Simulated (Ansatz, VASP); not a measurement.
## AlRu in VASP and in Ansatz

File INCAR:

```
PREC = Accurate
ENCUT = 520
EDIFF = 1E-8
ISMEAR = -1
SIGMA = 0.05
LREAL = False
LASPH = True
NELM = 100
ALGO = Normal
ISIF = 2
LWAVE = False
LCHARG = False
GGA = PS
LEFG = True
NBANDS = 16
```

File KPOINTS:

```
regular mesh
0
Gamma
  12 12 12
```

The input POSCAR:

```
AlRu
1.0
    2.9511680166      0.0000000000      0.0000000000
    0.0000000000      2.9511680166      0.0000000000
    0.0000000000      0.0000000000      2.9511680166
Al Ru
1 1
Direct
    0.0000000000      0.0000000000      0.0000000000
    0.5000000000      0.5000000000      0.5000000000
```

Input for Ansatz:

```yaml
crystal:
  lattice:
    - [2.9511680166, 0.0, 0.0]
    - [0.0, 2.9511680166, 0.0]
    - [0.0, 0.0, 2.9511680166]
  atoms:
    - { symbol: Al, position: [0.0, 0.0, 0.0] }
    - { symbol: Ru, position: [0.5, 0.5, 0.5] }
kpoints:
  mp_grid: { grid: [12, 12, 12] }
scf:
  occupations: { method: fermi_dirac, width: 0.05 }
hamiltonian:
  xc: pbesol
  pseudopotentials: { kind: all_electron, datasets: crystal }
output:
  forces: true
  stress: true
  eigenvalues: true
  efg: { contact_densities: true }
```

Change from the starting cell: volume scaled by 0.96, crystal datasets.

Alike in both runs: task electric field gradients; functional PBEsol; k mesh 12 × 12 × 12; occupations fermi-dirac, width 0.05 eV; no spin polarisation.

```csv
,VASP,Ansatz
version,VASP 6.6.1,Ansatz 0.2.0
potentials or method,"VASP PAW PBE potentials, release 64 (Al, Ru_pv)","all-electron PAW with datasets made for the crystal, scalar-relativistic"
plane-wave cutoff (eV),520,see its input
```

|  | VASP | Ansatz | Ansatz less VASP |
| --- | --- | --- | --- |
| pressure (GPa) | 5.9 | 5.7 | -0.17 |
| Vzz of the field gradient on the site that differs most (V/Å²) | 0.0 | 0.0 | 0.00 |

Ansatz ran all-electron here, so the differences hold the error of VASP's frozen core and of both bases. Ansatz warned: «gradients_without_spin_orbit».

Caveats: the PAW data sets were made with another functional, which shifts forces and pressure a little (VASP).
